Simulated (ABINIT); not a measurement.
Crystal: WC (Qusongite).

```xyz
2
Lattice="2.9065 0.0000 0.0000 -1.4532 2.5171 0.0000 0.0000 0.0000 2.8366" Properties=species:S:1:pos:R:3 pbc="T T T"
W     0.0000    0.0000    0.0000
C     1.4533    0.8390    1.4183
```

- Program: ABINIT 10.8.3 (patched build)
- Task: single point
- Functional: PBEsol
- Potentials or basis: PseudoDojo NC SR PBEsol v0.4.1 standard
- Cutoff: 1116 eV
- k mesh: 10 × 10 × 9
- Occupations: fermi-dirac, width 0.05 eV
- Spin: no spin polarisation

On this cell: pressure -3.1 GPa; largest force under 0.003 eV/Å; band gap on the k mesh none (metal or under the smearing width).

The same run follows on a disturbed copy (atoms moved at random, drawn with an rms of 0.05 Å):

```xyz
2
Lattice="2.9065 0.0000 0.0000 -1.4532 2.5171 0.0000 0.0000 0.0000 2.8366" Properties=species:S:1:pos:R:3 pbc="T T T"
W     0.0076    0.0168    0.0552
C     1.5104    0.8177    1.4749
```

Problem. What does the disturbed cell give?

Solution. The energy (extrapolated to zero smearing) moves by +16.0 meV/atom; pressure -2.5 GPa; largest force 1.028 eV/Å; band gap on the k mesh none (metal or under the smearing width).

Forces on the atoms (eV/Å):
```
W    0.823 -0.615  0.019
C   -0.823  0.615 -0.019
```

Stress tensor (GPa, compression positive):
```
-0.73 -2.06  0.03
-2.06 -3.85 -0.02
 0.03 -0.02 -2.83
```
